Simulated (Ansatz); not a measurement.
CuO (Tenorite) under changes of volume

One of the cells (10.163 Å³/atom); the others are scaled copies at fixed shape and fractional positions:

```
CELL_PARAMETERS angstrom
2.34465 -1.71340 0.00000
2.34465 1.71340 0.00000
-0.86055 0.00000 5.05944
ATOMIC_POSITIONS crystal
Cu 0.49680 0.00320 0.50000
Cu 0.00320 0.49680 0.00000
O 0.40560 0.57140 0.75370
O 0.57140 0.40560 0.25370
```

```yaml
Program: Ansatz 0.2.0
Functional: PBEsol
Potentials_or_basis: all-electron LAPW, scalar-relativistic
Cutoff: 461 eV (chosen from the basis error)
Basis_error_allowed: 0.001 eV/atom
k_mesh: 10 × 10 × 5
Occupations: fermi-dirac, width 0.05 eV
Spin: no spin polarisation
```

```tsv
volume (Å³/atom)	energy over the lowest point (meV/atom)	pressure (GPa)	largest force (eV/Å)
9.553	?	?	?
9.756	3.69	5.0	0.845
9.959	0.00	0.9	0.779
10.163	1.23	-2.7	0.757
10.366	6.84	-6.0	0.749
10.569	16.36	-8.9	0.747
10.772	29.35	-11.5	0.750
```

What does the run at 9.553 Å³/atom give?

Energy over the lowest point 12.89 meV/atom; pressure 9.6 GPa; largest force 0.916 eV/Å.

Worked out: A Birch-Murnaghan fit of order 3 (a polynomial in V^(-2/3)) to the other rows has its minimum at 10.01 Å³/atom with B0 = V·E''(V) = 186 GPa and B' = 4.6 at fixed shape and positions, which overstates the stiffness. It gives 12.89 meV/atom at 9.553 Å³/atom, against the run's 12.89, and -dE/dV = 9.6 GPa, against 9.6.

Energies are extrapolated to zero smearing.

Caveats: the run has no spin polarisation, though such a crystal can be magnetic.
